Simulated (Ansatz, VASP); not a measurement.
This is a calculation of Os (Osmium) for Ansatz 0.2.0. 

Contents of input.yaml:

```yaml
crystal:
  lattice:
    - [2.7341, 0.0, 0.0]
    - [-1.36705, 2.3678000565, 0.0]
    - [0.0, 0.0, 4.3197]
  atoms:
    - { symbol: Os, position: [0.6666666667, 0.3333333333, 0.75] }
    - { symbol: Os, position: [0.3333333333, 0.6666666667, 0.25] }
kpoints:
  mp_grid: { grid: [11, 11, 6] }
scf:
  occupations: { method: gaussian, width: 0.028 }
hamiltonian:
  xc: pbe
  pseudopotentials: { kind: all_electron, lapw: { basis_error: 0.001 } }
output:
  forces: true
  stress: true
  eigenvalues: true
```

Potentials or basis: all-electron LAPW, scalar-relativistic.

Launch:

```bash
$ ansatz run input.yaml --threads 1 --pin off --max-ram 3072MiB --backend cpu --events-out ev --progress --plain --runs-dir out
```

Question: Set up the same calculation for VASP 6.6.1. Potentials or basis there: PBE PAW files Os, 520 eV.

Answer: As run (cutoffs and basis follow the program's own potentials, and thresholds, step limits or extra output files can differ):

The input INCAR:

```
SYSTEM = Os
PREC = Accurate ; ENCUT = 520
EDIFF = 1E-6 ; ISMEAR = 0
SIGMA = 0.028000000000000004 ; LREAL = .FALSE.
LASPH = .TRUE. ; NELM = 100
ALGO = Fast ; ISIF = 2
LWAVE = .FALSE. ; LCHARG = .FALSE.
GGA = PE
```

KPOINTS

```
regular mesh
0
G
  11 11 6
  0 0 0
```

POSCAR

```
Os
1.0
    2.7341000000      0.0000000000      0.0000000000
   -1.3670500000      2.3678000565      0.0000000000
    0.0000000000      0.0000000000      4.3197000000
Os
2
Direct
    0.6666666667      0.3333333333      0.7500000000
    0.3333333333      0.6666666667      0.2500000000
```

Potentials or basis: VASP PAW PBE potentials, release 64 (Os).

Run with:

```sh
$ cat potpaw_PBE.64/Os/POTCAR > POTCAR
$ mpirun -np 1 vasp_std > vasp.out
```

Both were run:

|  | Ansatz | VASP |
| --- | --- | --- |
| Pressure | 8.7 GPa | 8.8 GPa |

Where Ansatz's input types no cutoff or centring, it takes its own default and a Γ-centred mesh.

Pressure is positive in compression.
